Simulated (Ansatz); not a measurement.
## 4 guesses for C and where they end

Computed with DFT PBE, scalar-relativistic, plane waves, PAW in Ansatz. Settings: cutoff 420 eV, Γ-centred meshes spaced at most about 0.3 Å⁻¹, and about 0.25 Å⁻¹ or finer for metals (2π included), Gaussian smearing. No spin polarisation in the final relaxations.

Each guess was relaxed in cell and atoms at zero pressure, within the symmetry of its start. These are static total energies at zero pressure. Coordination counts all near atoms (those within 1.25 times the shortest such distance or 1.15 times the sum of covalent radii; a plus sign parts nearer from farther groups; a slash parts the counts of unlike sites).

| guess | made from | start group | V start (Å³/atom) | end group | V end (Å³/atom) | coordination at the end | gap on mesh (eV) | E over the lowest end (meV/atom) |
| --- | --- | --- | --- | --- | --- | --- | --- | --- |
| 1 | 4-connected net of one element | I4_1/amd | 7.1 | I4_1/amd | 7.6 | C 4 | 3.30 | 354 |
| 2 | 3-, 4-connected net, elements by coordination | Cmmm | 6.2 | Cmmm | 7.1 | C 1+2/4 | 0 | 180 |
| 3 | 5-connected net of one element | P3_2 | 5.0 | ? | ? | ? | ? | ? |
| 4 | 4-connected net of one element | P-4n2 | 5.3 | I4/mmm | 12.8 | C 3 | 0 | 0 |

Guess 3 as it starts:

```cif
data_structure
_symmetry_space_group_name_H-M 'P 1'
_symmetry_Int_Tables_number 1
_cell_length_a 3.6914
_cell_length_b 3.6914
_cell_length_c 2.5299
_cell_angle_alpha 90.000
_cell_angle_beta 90.000
_cell_angle_gamma 120.000
_cell_volume 29.85
loop_
_atom_site_label
_atom_site_type_symbol
_atom_site_fract_x
_atom_site_fract_y
_atom_site_fract_z
_atom_site_occupancy
C1 C 0.93387 0.16714 0.48455 1
C2 C 0.83286 0.76674 0.15122 1
C3 C 0.23326 0.06613 0.81788 1
C4 C 0.60455 0.50159 0.65368 1
C5 C 0.49841 0.10297 0.32035 1
C6 C 0.89703 0.39545 0.98701 1
```

**Question.** Predict the end of this guess and its energy over the lowest end.

**Answer.** It ends in space group P6_522 (No. 179), with a = 4.050 Å, c = 2.461 Å, 5.8 Å³/atom and a gap of 2.07 eV. It lies 296 meV/atom over the lowest end, above guess 2 and below guess 1. Counting all near atoms, this end has C 4 and the lowest (guess 4) has C 3.

```
C
1.0
     4.04959    0.00000    0.00000
    -2.02479    3.50704    0.00000
     0.00000    0.00000    2.46113
C
6
Direct
  0.38402 0.38402 0.33333
  0.61598 0.00000 0.00000
  0.00000 0.61598 0.66667
  0.38402 0.00000 0.50000
  0.00000 0.38402 0.16667
  0.61598 0.61598 0.83333
```

No dispersion correction is applied, so the spacing and binding between layers, chains or molecules are poorly described (I4/mmm), and this can change margins and order among such cells. Kohn–Sham gaps at this level usually fall short of measured ones. With atoms moved at random, Cmmm and I4_1/amd came back. Other cells relaxed within their symmetry can be saddle points. The part of the Crystallography Open Database at hand lists C in space groups No. 58, 69, 71, 141, 166 and others; sharing a group (I4_1/amd) doesn't make a cell the listed structure. Some candidate types were left out of the draw beforehand, so a known form may be missing.
